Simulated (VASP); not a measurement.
# N in VASP: single point with RPBE

Aim: the single point of N with RPBE.

Program: VASP 6.6.1. These are calculated values, not measurements. Logs are shortened: lines on timing, memory, paths and dates and some standing lists are left out, and cuts for length are marked.

## 1. The structure

The cell holds a molecule_in_box, 1 atom: a = 14.000 Å, b = 14.500 Å, c = 15.000 Å, α = 90.00°, β = 90.00°, γ = 90.00°.

## 2. Single point, RPBE, collinear spin, ferromagnetic start

INCAR

```
PREC = Accurate
ENCUT = 450
EDIFF = 1E-7
ISMEAR = 0
SIGMA = 0.005
LREAL = F
LASPH = T
NELM = 200
ALGO = Normal
ISIF = 2
LWAVE = F
LCHARG = F
ISPIN = 2
MAGMOM = 3
LORBIT = 11
GGA = RP
AMIX = 0.2
BMIX = 1E-4
AMIX_MAG = 0.8
BMIX_MAG = 1E-4
ISYM = 0
```

KPOINTS

```
Automatic mesh
0
Gamma
  1 1 1
```

POSCAR

```
N
1.0
   14.0000000000      0.0000000000      0.0000000000
    0.0000000000     14.5000000000      0.0000000000
    0.0000000000      0.0000000000     15.0000000000
N
1
Direct
    0.5000000000      0.5000000000      0.5000000000
```

Potentials or basis: VASP PAW PBE potentials, release 64 (N).

Started as:

```console
$ cat potpaw_PBE.64/N/POTCAR > POTCAR
$ mpirun -np 2 vasp_gam > vasp.out
```

OUTCAR:

```text
PREC = Accurate
   ENCUT = 450
   EDIFF = 1E-7
   ISMEAR = 0
   LREAL = F
   LASPH = T
   NELM = 200
   ISIF = 2
   ISPIN = 2
   LORBIT = 11
   GGA = RP
   AMIX = 0.2
   AMIX_MAG = 0.8
   ISYM = 0

 ion  position               nearest neighbor table
   1  0.500  0.500  0.500-

IMPORTANT INFORMATION: All symmetrisations will be switched off!
NOSYMM: (Re-)initialisation of all symmetry stuff for point group C_1.

----------------------------------------------------------------------------------------

                                     Primitive cell

  volume of cell :    3045.0000

  direct lattice vectors                    reciprocal lattice vectors
    14.000000000  0.000000000  0.000000000     0.071428571  0.000000000  0.000000000
     0.000000000 14.500000000  0.000000000     0.000000000  0.068965517  0.000000000
     0.000000000  0.000000000 15.000000000     0.000000000  0.000000000  0.066666667

  length of vectors
    14.000000000 14.500000000 15.000000000     0.071428571  0.068965517  0.066666667

  position of ions in fractional coordinates (direct lattice)
     0.500000000  0.500000000  0.500000000

  ion indices of the primitive-cell ions
   primitive index   ion index
                 1           1

----------------------------------------------------------------------------------------

 KPOINTS: Automatic mesh

Automatic generation of k-mesh.
 Grid dimensions read from file:
 generate k-points for:    1    1    1

 Generating k-lattice:

  Cartesian coordinates                     Fractional coordinates (reciprocal lattice)
     0.071428571  0.000000000  0.000000000     1.000000000  0.000000000  0.000000000
     0.000000000  0.068965517  0.000000000     0.000000000  1.000000000  0.000000000
     0.000000000  0.000000000  0.066666667     0.000000000  0.000000000  1.000000000

  Length of vectors
     0.071428571  0.068965517  0.066666667

  Shift w.r.t. Gamma in fractional coordinates (k-lattice)
     0.000000000  0.000000000  0.000000000

 Subroutine IBZKPT returns following result:
 ===========================================

 Found      1 irreducible k-points:

 Following reciprocal coordinates:
            Coordinates               Weight
  0.000000  0.000000  0.000000      1.000000
   k-points           NKPTS =      1   k-points in BZ     NKDIM =      1   number of bands    NBANDS=      8
   number of dos      NEDOS =    301   number of ions     NIONS =      1
   total plane-waves  NPLWV = ******
   dimension x,y,z NGX =    98 NGY =  100 NGZ =  108
   dimension x,y,z NGXF=   196 NGYF=  200 NGZF=  216
   ions per type =               1
   NGX,Y,Z   is equivalent  to a cutoff of  11.64, 11.47, 11.97 a.u.
   NGXF,Y,Z  is equivalent  to a cutoff of  23.27, 22.93, 23.94 a.u.
 SYSTEM =  unknown system
   PREC   = accura    normal or accurate (medium, high low for compatibility)
   ISTART =      0    job   : 0-new  1-cont  2-samecut
   ICHARG =      2    charge: 1-file 2-atom 10-const
   ISPIN  =      2    spin polarized calculation?
   LNONCOLLINEAR =      F non collinear calculations
   LSORBIT =      F    spin-orbit coupling
   LASPH  =      T    aspherical Exc in radial PAW
   ENCUT  =  450.0 eV  33.07 Ry    5.75 a.u.  24.22 25.08 25.95*2*pi/ulx,y,z
   NELM   =    200;   NELMIN=  2; NELMDL= -5     # of ELM steps
   EDIFF  = 0.1E-06   stopping-criterion for ELM
   LREAL  =      F    real-space projection
   EDIFFG = 0.1E-05   stopping-criterion for IOM
   NSW    =      0    number of steps for IOM
   IBRION =     -1    ionic relax: 0-MD 1-quasi-New 2-CG
   NFREE  =      0    steps in history (QN), initial steepest desc. (CG)
   ISIF   =      2    stress and relaxation
   ISYM   =      0    0-nonsym 1-usesym 2-fastsym
   POTIM  = 0.5000    time-step for ionic-motion
   TEBEG  =    0.0;   TEEND  =   0.0 temperature during run
   PSTRESS=    0.0 pullay stress
   NELECT =       5.0000    total number of electrons
   NUPDOWN=      -1.0000    fix difference up-down
   EMIN   =  10.00;   EMAX   =-10.00  energy-range for DOS
   EFERMI =   0.00;   METHOD = LEGACY
   ISMEAR =     0;   SIGMA  =   0.01  broadening in eV -4-tet -1-fermi 0-gaus
   EFERMI_NEDOS =   21; number of points for ismear=-14 and -15
   IALGO  =     38    algorithm
   IMIX   =      4    mixing-type and parameters
     AMIX     =   0.20;   BMIX     =  0.00
     AMIX_MAG =   0.80;   BMIX_MAG =  0.00
  volume/ion in A,a.u.               =    3045.00     20548.67
  Fermi-wavevector in a.u.,A,eV,Ry     =   0.193139  0.364979  0.507532  0.037303
  Thomas-Fermi vector in A             =   0.937105
   LORBIT       =     11    0 simple, 1 ext, 2 COOP (PROOUT), +10 PAW based schemes
   GGA     = RP    functional components
   LHFCALC =     F    Hartree Fock is set to
   AEXX    =    0.0000 exact exchange contribution
   IVDW    =     0    specifies the selected vdW correction
   LEPSILON=     F    determine dielectric tensor
   LRPA    =     F    only Hartree local field effects (RPA)
 spin polarized calculation
 Gauss-broadening in eV      SIGMA  =   0.01
  energy-cutoff  :      450.00
  volume of cell :     3045.00
 maximum number of plane-waves:     33027
 NGX is ok and might be reduce to    98
   NGX = 49   NGY = 51   NGZ = 51

 number of electron       5.0000000 magnetization       3.0000000

 Free energy of the ion-electron system (eV)
  ---------------------------------------------------
  ext. energy  EPLUGINS =         0.00000000
  ---------------------------------------------------
  free energy    TOTEN  =        -3.16749541 eV

  energy without entropy =       -3.16749541  energy(sigma->0) =       -3.16749541

 E-fermi :  -8.2032     XC(G=0):  -0.1598

 val. band max:       -8.2334782605   @ k =   0.0000   0.0000   0.0000
 cond. band min:      -4.0519308955   @ k =   0.0000   0.0000   0.0000
 fundamental gap:      4.1815473650
 Fermi energy:        -8.2031668218

 spin component 1

 k-point     1 :       0.0000    0.0000    0.0000
  band No.  band energies     occupation
      1     -19.9130      1.00000
      2      -8.2335      1.00000
      3      -8.2335      1.00000
      4      -8.2335      1.00000
      5      -0.4051      0.00000
      6       0.2627      0.00000
      7       0.4757      0.00000
      8       0.5098      0.00000
 Fermi energy:        -8.2031668218

 spin component 2

 k-point     1 :       0.0000    0.0000    0.0000
  band No.  band energies     occupation
      1     -15.2971      1.00000
      2      -4.0519      0.00000
      3      -4.0519      0.00000
      4      -4.0519      0.00000
      5      -0.0266      0.00000
      6       0.6005      0.00000
      7       0.6718      0.00000
      8       0.7089      0.00000

------------------------ aborting loop because EDIFF is reached ----------------------------------------

  FORCE on cell =-STRESS in cart. coord.  units (eV):
  Direction    XX          YY          ZZ          XY          YZ          ZX
  --------------------------------------------------------------------------------------
  -------------------------------------------------------------------------------------
  Total       -0.1720481     -0.1734966     -0.1728389      0.0000007     -0.0000007     -0.0000004
  in kB       -0.0905260     -0.0912881     -0.0909421      0.0000004     -0.0000004     -0.0000002
  external PRESSURE =      -0.0909187 kB  Pullay stress =       0.0000000 kB

 VOLUME and BASIS-vectors are now :
 -----------------------------------------------------------------------------
  energy-cutoff  :      450.00
  volume of cell :     3045.00
      direct lattice vectors                 reciprocal lattice vectors
    14.000000000  0.000000000  0.000000000     0.071428571  0.000000000  0.000000000
     0.000000000 14.500000000  0.000000000     0.000000000  0.068965517  0.000000000
     0.000000000  0.000000000 15.000000000     0.000000000  0.000000000  0.066666667

 POSITION                                       TOTAL-FORCE (eV/Angst)
 -----------------------------------------------------------------------------------
      7.00000      7.25000      7.50000        -0.000002      0.000004      0.000005
 -----------------------------------------------------------------------------------
    total drift:                               -0.000002      0.000004      0.000005

  FREE ENERGIE OF THE ION-ELECTRON SYSTEM (eV)
  ---------------------------------------------------
  free  energy   TOTEN  =        -3.1674954103 eV

  energy  without entropy=       -3.1674954103  energy(sigma->0) =       -3.16749541

 total charge

# of ion       s       p       d       tot
------------------------------------------
    1        1.377   1.890   0.000   3.267

 magnetization (x)

# of ion       s       p       d       tot
------------------------------------------
    1        0.037   1.890   0.000   1.927
```

Run time: 1.8 min. Hardware: 2 MPI ranks of Intel Xeon Platinum 8488C (Sapphire Rapids), shared host; peak memory 1.3 GiB.

Results:

```yaml
Free_energy: -3.1675 eV
Gap_between_the_frontier_levels: 4.18 eV
Net_moment: 3.00 μB per cell
Site_moments: N +1.93 μB
Valence_electrons_inside_the_program's_atomic_spheres: N 3.27
```

Caveat: the cutoff is under 1.25 times the usual one of these potentials, so pressure, stress and relaxed cells hold a basis-set (Pulay) error; the PAW data sets were made with another functional, which shifts forces and pressure a little.
